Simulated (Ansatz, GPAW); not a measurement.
This is a calculation of CuI (Marshite) for Ansatz 0.2.0. 

The input input.yaml:

```yaml
crystal:
  lattice:
    - [0.0, 3.0315, 3.0315]
    - [3.0315, 0.0, 3.0315]
    - [3.0315, 3.0315, 0.0]
  atoms:
    - { symbol: I, position: [0.0, 0.0, 0.0] }
    - { symbol: Cu, position: [0.75, 0.75, 0.75] }
kpoints:
  mp_grid: { grid: [8, 8, 8] }
scf:
  occupations: { method: gaussian, width: 0.1 }
hamiltonian:
  xc: rpbe
  pseudopotentials: { kind: all_electron, lapw: { basis_error: 0.001 } }
output:
  forces: true
  stress: true
  eigenvalues: true
```

Potentials or basis: all-electron LAPW, scalar-relativistic.

Command:

```bash
$ ansatz run input.yaml --threads 1 --pin off --max-ram 3072MiB --backend cpu --events-out ev --progress --plain --runs-dir out
```

Set up the same calculation for GPAW 26.7.0 (ASE script). Potentials or basis there: the program's PAW data sets (release 1.2.1) made for this functional, cutoff 600 eV.

As run (cutoffs and basis follow the program's own potentials, and thresholds, step limits or extra output files can differ):

run.py

```python
from ase.dft.bandgap import bandgap
from ase.io import read, write
from ase.units import Bohr, GPa
from gpaw import GPAW, PW
from gpaw.elf import elf_from_dft_calculation

atoms = read('CuI.xyz')

calc = GPAW(mode=PW(600),
            xc='RPBE',
            kpts={'size': (8, 8, 8), 'gamma': True},
            occupations={'name': 'methfessel-paxton', 'order': 0, 'width': 0.1},
            nbands=19,
            convergence={'density': 1e-05, 'energy': 1e-05},
            maxiter=150,
            txt='gpaw.txt')
atoms.calc = calc
energy = atoms.get_potential_energy()
forces = atoms.get_forces()
stress = atoms.get_stress()
calc.write('gs.gpw')
write('result.traj', atoms)
print(f'Energy: {energy:.6f} eV')
print('Forces (eV/A):')
print(forces.round(4))
print('Stress (GPa):', (stress / GPa).round(3))
print('Fermi level:', round(calc.get_fermi_level(), 4), 'eV')
print(f'Gap: {bandgap(calc)[0]:.4f} eV, direct: {bandgap(calc, direct=True)[0]:.4f} eV')

# fields on the real-space grid
write('density.cube', atoms, data=calc.get_pseudo_density() * Bohr**3)
write('potential.cube', atoms, data=calc.get_electrostatic_potential())
write('elf.cube', atoms, data=elf_from_dft_calculation(calc).data)
```

File CuI.xyz:

```xyz
2
Lattice="0.0000000000 3.0315000000 3.0315000000 3.0315000000 0.0000000000 3.0315000000 3.0315000000 3.0315000000 0.0000000000" Properties=species:S:1:pos:R:3 pbc="T T T"
I      0.0000000000      0.0000000000      0.0000000000
Cu     4.5472500000      4.5472500000      4.5472500000
```

Potentials or basis: the program's PAW data sets (release 1.2.1) made for this functional, pw.

Command:

```bash
$ OMP_NUM_THREADS=1 python run.py
```

Both were run:

|  | Ansatz | GPAW |
| --- | --- | --- |
| Pressure | 2.4 GPa | 3.0 GPa |

Where Ansatz's input types no cutoff or centring, it takes its own default and a Γ-centred mesh.

Pressure is positive in compression.
